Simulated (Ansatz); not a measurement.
KI:

```
I K
1.0
     0.00000    3.53277    3.53277
     3.53277    0.00000    3.53277
     3.53277    3.53277    0.00000
I K
1 1
Direct
  0.50000 0.50000 0.50000
  0.00000 0.00000 0.00000
```

```yaml
Program: Ansatz 0.2.0
Task: relaxation of cell and atoms
Functional: revPBE
Potentials_or_basis: Ansatz PAW
Cutoff: "420 eV (not typed: the program's choice for these potentials)"
k_mesh: 7 × 7 × 7
Occupations: fermi-dirac, width 0.05 eV
Spin: no spin polarisation
```

At the start: volume 44.09 Å³/atom.

**Question.** How do energy, volume and symmetry change on relaxing?

**Answer.** It ends after 5 steps and the volume is 50.38 Å³/atom (+14.3 %); space group Fm-3m (No. 225, to 0.05 Å).

Step by step:
```csv
step,energy change (eV),largest force (eV/Å),volume (Å³)
1,0.0000,0.0000,88.18
2,-0.0330,0.0000,92.67
3,-0.0527,0.0000,99.24
4,-0.0535,0.0000,100.77
5,-0.0538,0.0000,100.77
```

Final structure:
```
I K
1.0
     0.00000    3.69340    3.69340
     3.69340    0.00000    3.69340
     3.69340    3.69340    0.00000
I K
1 1
Direct
  0.50000 0.50000 0.50000
  0.00000 0.00000 0.00000
```

Caveat: the plane-wave basis is chosen anew once the cell has moved, so the energies of steps on either side of that aren't comparable; the PAW data sets come from PBE, with cores solved anew for the run's functional, which leaves a small shift of forces and pressure.
